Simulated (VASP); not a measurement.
Set up this calculation in VASP 6.6.1, as the native input.

```
Task                   : single point
Functional             : PBE
Potentials or basis    : VASP PAW PBE potentials, release 64 (Nb_sv_GW)
Cutoff                 : 600 eV
k mesh                 : 6 × 6 × 1
Occupations            : fermi-dirac, width 0.05 eV
Spin                   : no spin polarisation
Dipole correction      : yes
Further INCAR settings : ALGO = Normal; EDIFF = 1e-07
```

The structure of Nb lies in POSCAR:

```
Nb
1.0
    3.3279000000      0.0000000000      0.0000000000
    0.0000000000      3.3279000000      0.0000000000
    0.0000000000      0.0000000000     24.9837000000
Nb
7
Direct
    0.5000000000      0.5000000000      0.3001957276
    0.0000000000      0.0000000000      0.3667971517
    0.5000000000      0.5000000000      0.4333985759
    0.0000000000      0.0000000000      0.5000000000
    0.5000000000      0.5000000000      0.5666014241
    0.0000000000      0.0000000000      0.6332028483
    0.5000000000      0.5000000000      0.6998042724
```

The slab is cut from a database's or a generator's crystal, which needn't be the stable form of the element.

One way to write it, as run:

INCAR

```
SYSTEM = Nb
PREC = Accurate
ENCUT = 600
EDIFF = 1E-7
ISMEAR = -1
SIGMA = 0.05
LREAL = .False.
LASPH = .True.
NELM = 100
ALGO = Normal
ISIF = 2
LWAVE = .False.
LCHARG = .False.
LDIPOL = .True.
IDIPOL = 3
DIPOL = 0.5 0.5 0.500
GGA = PE
```

KPOINTS

```
Automatic mesh
0
Gamma
  6 6 1
  0 0 0
```

Potentials or basis: VASP PAW PBE potentials, release 64 (Nb_sv_GW).

Launch:

```bash
$ cat potpaw_PBE.64/Nb_sv_GW/POTCAR > POTCAR
$ mpirun -np 1 vasp_std > vasp.out
```

It gave:

The largest force is 1.306 eV/Å and the band gap on the k mesh is none (metal or under the smearing width).

Wall time 19 min on 1 thread of Intel(R) Xeon(R) Platinum 8259CL CPU @ 2.50GHz (Skylake/Cascade Lake), with other jobs on the host, peak memory 0.47 GiB.
